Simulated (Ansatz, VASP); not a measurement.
Cr: VASP beside Ansatz

```
Cr
1.0
     2.67732    0.00000    0.00000
    -1.33866    2.31863    0.00000
     0.00000    0.00000    4.35040
Cr
2
Cartesian
  1.3387 0.7729 3.2628
  0.0000 1.5458 1.0876
```

Change from the starting cell: volume scaled by 0.96.

Alike in both runs: task single point; functional PBEsol; k mesh 11 × 11 × 6; occupations fermi-dirac, width 0.05 eV; collinear spin.

|  | VASP | Ansatz |
| --- | --- | --- |
| version | VASP 6.6.1 | Ansatz 0.2.0 |
| potentials or method | VASP PAW PBE potentials, release 64 (Cr_pv), cutoff 520 eV | all-electron LAPW, scalar-relativistic |

Ansatz gave:

```
gap on the k mesh at the Fermi level (eV)                     : none
pressure (GPa)                                                : -28.6
largest component of the traceless stress (GPa)               : 4.78
net moment per atom (μB)                                      : 0.63
size of the moment on the site where the two differ most (μB) : 0.60
```

Question: Which values does VASP return?

Answer: gap on the k mesh at the Fermi level (eV): none; pressure (GPa): -28.7; largest component of the traceless stress (GPa): 4.47; net moment per atom (μB): 0.66; size of the moment on the site where the two differ most (μB): 0.61.

Site moments also hang on the region over which each program counts them. A gap of «none» marks a metal or a gap that the smearing closes. Ansatz ran all-electron here, so the differences hold the error of VASP's frozen core and of both bases.

Caveats: so large a pressure means that the cell lies far from this level's equilibrium, or that cutoff or potentials fall short (VASP); the potentials were made for another functional, which shifts forces and pressure (VASP).
